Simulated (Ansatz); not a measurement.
The elements of this relaxed trial crystal are hidden behind letters.

```
lattice vectors (Å)
   5.5912    0.0000    0.0000
  -2.7956    4.8421    0.0000
   0.0000    0.0000    5.0647
fractional positions
X 0.0000 0.6850 0.0000
X 0.6850 0.0000 0.0000
X 0.3150 0.3150 0.0000
X 0.3333 0.6667 0.5000
X 0.6667 0.3333 0.5000
Z 0.0000 0.0000 0.5000
```

Method: Ansatz 0.2.0, DFT PBE, scalar-relativistic, plane waves, PAW. Plane waves to 420 eV, a 12×12×8 mesh through Γ for the 6-atom cell and 0.10 eV Gaussian smearing; no spin polarisation.

| Quantity | Value |
| --- | --- |
| Space group | P-62m (No. 189) |
| Conventional cell | a = 5.591 Å, c = 5.065 Å |
| Volume per atom | 22.85 Å³ |
| Density | 3.05 g/cm³ |
| Energy over the elements | −0.11 eV/atom |
| Gap on the 12×12×8 mesh of the 6-atom cell | 0 eV (a metal) |

Energies are uncorrected and count from the elements' standard states at the same level.

Task: X is a d-block element of period 4 and Z is a p-block element of period 3. Which elements are they?

Result: X = Sc, Z = Al, so the formula is Sc5Al. Density times volume gives a mean mass of 3.05 × 22.85/1.6605 = 42.0 u per atom, and this set has 42.0 u. Among the elements that the hints allow, noble gases aside, only these give it. Sc on a site of symmetry m2m is surrounded by 10 Sc at 3.05–3.32 Å and 2 Al at 3.08 Å; Sc on a site of symmetry -6 is surrounded by 9 Sc at 3.18–3.23 Å and 3 Al at 3.23 Å; around Al lie 12 Sc at 3.08–3.23 Å.

Symmetry constrained the relaxation, so the result can be a saddle point. Another cell of Sc5Al relaxed alike, in P4/mmm, lies 24 meV/atom lower, so this cell isn't the stable form at this level.
